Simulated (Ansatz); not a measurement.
## Convergence notes, G0W0 on BaS (rocksalt)

BaS in the rocksalt structure, relaxed with r2SCAN; one-shot G0W0 in Ansatz without spin-orbit coupling. The values are computed, spin-unpolarised, and not measurements.

Space group Fm-3m (No. 225). a = 6.424 Å, b = 6.424 Å, c = 6.424 Å, α = 90.00°, β = 90.00°, γ = 90.00°

| atom | site | symmetry | x | y | z |
| --- | --- | --- | --- | --- | --- |
| Ba | 4a | m-3m | 0.0000 | 0.0000 | 0.0000 |
| S | 4b | m-3m | 0.5000 | 0.0000 | 0.0000 |

Gaps are read over the mesh points alone. G0W0 values are finite-basis, finite-mesh values.
```json
{"start": "PBE", "potentials": "PAW", "frequency model": "contour deformation", "mesh": "4×4×4", "empty bands": "107", "screening cutoff (eV)": "80", "Kohn-Sham gap (eV)": "2.23", "G0W0 gap (eV)": "3.31", "rough cost": "13 core-seconds"}
{"start": "PBE", "potentials": "PAW", "frequency model": "contour deformation", "mesh": "4×4×4", "empty bands": "249", "screening cutoff (eV)": "140", "Kohn-Sham gap (eV)": "2.23", "G0W0 gap (eV)": "3.46", "rough cost": "50 core-seconds"}
{"start": "PBE", "potentials": "PAW", "frequency model": "contour deformation", "mesh": "4×4×4", "empty bands": "457", "screening cutoff (eV)": "210", "Kohn-Sham gap (eV)": "2.23", "G0W0 gap (eV)": "3.53", "rough cost": "4 core-minutes"}
{"start": "HSE06", "potentials": "PAW", "frequency model": "contour deformation", "mesh": "4×4×4", "empty bands": "249", "screening cutoff (eV)": "140", "Kohn-Sham gap (eV)": "3.14", "G0W0 gap (eV)": "3.93", "rough cost": "2.6 core-minutes"}
{"start": "LDA", "potentials": "PAW", "frequency model": "contour deformation", "mesh": "4×4×4", "empty bands": "249", "screening cutoff (eV)": "140", "Kohn-Sham gap (eV)": "2.03", "G0W0 gap (eV)": "3.40", "rough cost": "50 core-seconds"}
{"start": "r2SCAN", "potentials": "PAW", "frequency model": "contour deformation", "mesh": "4×4×4", "empty bands": "249", "screening cutoff (eV)": "140", "Kohn-Sham gap (eV)": "2.57", "G0W0 gap (eV)": "3.69", "rough cost": "60 core-seconds"}
{"start": "PBE", "potentials": "PAW", "frequency model": "Godby-Needs pole", "mesh": "4×4×4", "empty bands": "249", "screening cutoff (eV)": "140", "Kohn-Sham gap (eV)": "2.23", "G0W0 gap (eV)": "3.42", "rough cost": "70 core-seconds"}
{"start": "PBE", "potentials": "PAW", "frequency model": "contour deformation", "mesh": "6×6×6", "empty bands": "107", "screening cutoff (eV)": "80", "Kohn-Sham gap (eV)": "2.23", "G0W0 gap (eV)": "3.33", "rough cost": "80 core-seconds"}
{"start": "PBE", "potentials": "norm-conserving", "frequency model": "contour deformation", "mesh": "4×4×4", "empty bands": "249", "screening cutoff (eV)": "140", "Kohn-Sham gap (eV)": "2.23", "G0W0 gap (eV)": "3.46", "rough cost": "80 core-seconds"}
```

The quasiparticle gap on this mesh is 3.53 eV (Γ to X), against 2.23 eV from PBE: +1.30 eV. Renormalisation factors Z lie between 0.74 and 0.81.

Raising bands and cutoff together moves the gap by +0.15 eV (80 to 140 eV), then +0.07 eV (140 to 210 eV); the last step is still large, so the basis limit isn't reached. Starting from HSE06 (3.14 eV against PBE's 2.23 eV) gives 3.93 eV, +0.47 eV from G0W0@PBE at the same screening cutoff. Starting from LDA (2.03 eV against PBE's 2.23 eV) gives 3.40 eV, -0.06 eV from G0W0@PBE at the same screening cutoff. Starting from r2SCAN (2.57 eV against PBE's 2.23 eV) gives 3.69 eV, +0.23 eV from G0W0@PBE at the same screening cutoff. The Godby-Needs plasmon pole differs from contour deformation by -0.04 eV. A 6×6×6 mesh in place of 4×4×4 changes the opening over PBE by +0.01 eV (the gap on the mesh by +0.02 eV). Norm-conserving potentials (wave cutoff 770 eV against 420 eV) shift the quasiparticle gap by 0.00 eV and the PBE gap by 0.00 eV. r2SCAN runs take a wave cutoff of 500 eV.
